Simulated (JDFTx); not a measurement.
HfC:

```
CELL_PARAMETERS angstrom
0.00000 2.32500 2.32500
2.32500 0.00000 2.32500
2.32500 2.32500 0.00000
ATOMIC_POSITIONS crystal
Hf 0.50000 0.50000 0.50000
C 0.00000 0.00000 0.00000
```

```yaml
Program: JDFTx 1.7.0 (patched build)
Task: single point
Functional: PBEsol
Potentials_or_basis: PseudoDojo-SR-PBEsol-0.4.1-standard with smoothed tails
Cutoff: 1116 eV
Density_cutoff: 8925 eV
k_mesh: 10 × 10 × 10
Occupations: fermi-dirac, width 0.05 eV
Spin: no spin polarisation
```

On this cell: pressure -6.2 GPa; largest force zero by symmetry; band gap on the k mesh none (metal or under the smearing width).

The same run follows on a disturbed copy (atoms moved at random, drawn with an rms of 0.05 Å):

```xyz
2
Lattice="0.0000 2.3250 2.3250 2.3250 0.0000 2.3250 2.3250 2.3250 0.0000" Properties=species:S:1:pos:R:3 pbc="T T T"
Hf    2.3174    2.2719    2.3181
C     0.0297   -0.0376    0.0215
```

What does the disturbed cell give?

The energy (extrapolated to zero smearing) moves by +4.6 meV/atom; pressure -6.0 GPa; largest force 0.361 eV/Å; band gap on the k mesh none (metal or under the smearing width).

Forces on the atoms (eV/Å):
```
Hf   0.272  0.114  0.208
C   -0.272 -0.114 -0.208
```

Stress tensor (GPa, compression positive):
```
-5.82 -0.09 -0.16
-0.09 -6.13 -0.07
-0.16 -0.07 -5.98
```
